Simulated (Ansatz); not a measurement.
Stackings of close-packed layers of SrO (tetrahedral net, letters for double layers), each relaxed to a stress under 0.05 GPa; h and k mark layers whose two neighbours have the same or different letters; energies count from the stacking AB (P6_3/mmc).

Theory: DFT PBEsol, scalar-relativistic, plane waves, PAW (Ansatz 0.2.0).

Plane waves to 420 eV, a k mesh through Γ of 9×9×3 on the computed 6-atom cell and Gaussian smearing (0.02 eV); no spin polarisation.

Start (ABC (kkk)):

```yaml
crystal:
  lattice:
    - [4.23540, 0.00000, 0.00000]
    - [-2.11770, 3.66797, 0.00000]
    - [0.00000, 0.00000, 7.66436]
  atoms:
    - { symbol: Sr, position: [0.00000, 0.00000, 0.00000] }
    - { symbol: O, position: [0.00000, 0.00000, 0.25000] }
    - { symbol: Sr, position: [0.33333, 0.66667, 0.33333] }
    - { symbol: O, position: [0.33333, 0.66667, 0.58333] }
    - { symbol: Sr, position: [0.66667, 0.33333, 0.66667] }
    - { symbol: O, position: [0.66667, 0.33333, 0.91667] }
```

Task: Relax it.

Result: The free energy falls by 543 meV/atom. It ends far from its start (an atom moved by over half a bond, or the period changed much).

```
excess energy (meV/atom)   : 109.1
spacing of like layers (Å) : 3.195
a (Å)                      : 3.917
gap on the mesh (eV)       : 2.48
```

Relaxed structure:
```xyz
6
Lattice="3.9174 0.0000 0.0000 -1.9587 3.3925 0.0000 0.0000 0.0000 9.5865" Properties=species:S:1:pos:R:3 pbc="T T T"
Sr    0.0000    0.0000   -0.0005
O     0.0000    0.0000    2.3971
Sr    0.0000    2.2617    3.1950
O     0.0000    2.2617    5.5926
Sr    1.9587    1.1308    6.3904
O     1.9587    1.1308    8.7881
```

An odd mesh misses points on the zone edge, so a gap read on it can be too wide.

Time: 52 s on 1 thread of AMD EPYC 9R45 96-Core Processor (Zen 5), on a shared host, peak memory 0.43 GiB.

The reference crystal is a form of SrO, which isn't its usual structure.